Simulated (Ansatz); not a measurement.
**Pt: one candidate structure**

Where does Pt go from the start given, random cell with space group Fmm2 (No. 42)?

Computed with Ansatz 0.2.0 (DFT PBE, scalar-relativistic, plane waves, PAW, unless a step's input says otherwise).

### 1 The structure to begin with

Symmetry: Fmm2, No. 42, orthorhombic system. Conventional cell: a = 7.380 Å, b = 7.994 Å, c = 6.421 Å, α = 90.00°, β = 90.00°, γ = 90.00°. Pt (site symmetry m) is surrounded by 1 Pt at 1.93 Å. Pt (site symmetry m) is surrounded by 3 Pt at 2.20 to 2.45 Å. Around Pt (site symmetry mm2) lie 4 Pt at 1.93 to 2.20 Å.

As a file:

```cif
data_structure
_symmetry_space_group_name_H-M 'P 1'
_symmetry_Int_Tables_number 1
_cell_length_a 5.1268
_cell_length_b 4.8911
_cell_length_c 5.4398
_cell_angle_alpha 59.222
_cell_angle_beta 55.050
_cell_angle_gamma 65.728
_cell_volume 94.70
loop_
_atom_site_label
_atom_site_type_symbol
_atom_site_fract_x
_atom_site_fract_y
_atom_site_fract_z
_atom_site_occupancy
Pt1 Pt 0.76586 0.26586 0.23414 1
Pt2 Pt 0.26586 0.76586 0.73414 1
Pt3 Pt 0.82217 0.48883 0.51117 1
Pt4 Pt 0.48883 0.82217 0.17783 1
Pt5 Pt 0.92897 0.92897 0.07103 1
```

### 2 A loose first relaxation

File input.yaml:

```yaml
crystal:
  lattice:
    - [0.0, 3.9970173898, 3.2105490081]
    - [3.6898254328, 0.0, 3.2105490081]
    - [3.6898254328, 3.9970173898, 0.0]
  atoms:
    - { symbol: Pt, position: [0.76586, 0.26586, 0.23414] }
    - { symbol: Pt, position: [0.26586, 0.76586, 0.73414] }
    - { symbol: Pt, position: [0.82217, 0.48883, 0.51117] }
    - { symbol: Pt, position: [0.48883, 0.82217, 0.17783] }
    - { symbol: Pt, position: [0.92897, 0.92897, 0.07103] }
basis:
  ecutwfc: 420
kpoints:
  mp_grid: { grid: [4, 4, 4] }
hamiltonian:
  xc: pbe
scf:
  occupations: { method: gaussian, width: 0.1 }
  lower_state_search: "off"
output:
  forces: true
  stress: true
  eigenvalues: true
relax:
  adjacent_minimum: "off"
  f_tol: 0.04
  max_steps: 70
  cell: { stress_tol: 0.4 }
```

Further runs follow: full relaxation.

Before running it: what results should come out?

**Answer**, as computed:

```
           quantity                                                                      value
cell (conventional)  a = 8.009 Å, b = 9.009 Å, c = 5.089 Å, α = 90.00°, β = 90.00°, γ = 90.00°
        space group                                                              Fmm2 (No. 42)
             volume                                                              18.36 Å³/atom
    gap on the mesh                                                               none (metal)
```

The space group stayed Fmm2, and from the first guess the volume went from 18.94 to 18.36 Å³/atom. The runs treat Pt without spin-orbit coupling.
